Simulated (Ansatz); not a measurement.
Crystal: TiC.

```
Ti C
1.0
     0.00000    2.16572    2.16572
     2.16572    0.00000    2.16572
     2.16572    2.16572    0.00000
Ti C
1 1
Direct
  0.00000 0.00000 0.00000
  0.50000 0.50000 0.50000
```

The cell is a database's computed one.

Base run:

```yaml
Program: Ansatz 0.2.0
Functional: exchange-only PBE
Potentials_or_basis: Ansatz PAW
Cutoff: "420 eV (not typed: the program's choice for these potentials)"
k_mesh: 11 × 11 × 11
Occupations: fermi-dirac, width 0.05 eV
Spin: no spin polarisation
```

Its results: band gap on the k mesh none (metal or under the smearing width); pressure 23.7 GPa.

**Question.** After a change of settings the same cell gave: band gap on the k mesh none (metal or under the smearing width); pressure -0.7 GPa. Which change was it?
A. functional from exchange-only PBE to PBE; k mesh from 11 × 11 × 11 to 8 × 8 × 8
B. functional from exchange-only PBE to PBE
C. functional from exchange-only PBE to r2SCAN; cutoff from 420 eV (not typed: the program's choice for these potentials) to 500 eV (not typed: the program's choice for these potentials)

**Answer.** C.

Caveats: the PAW data sets come from PBE, with cores solved anew for the run's functional, which leaves a small shift of forces and pressure; so large a pressure means that the cell lies far from this level's equilibrium, or that cutoff or potentials fall short (some runs).
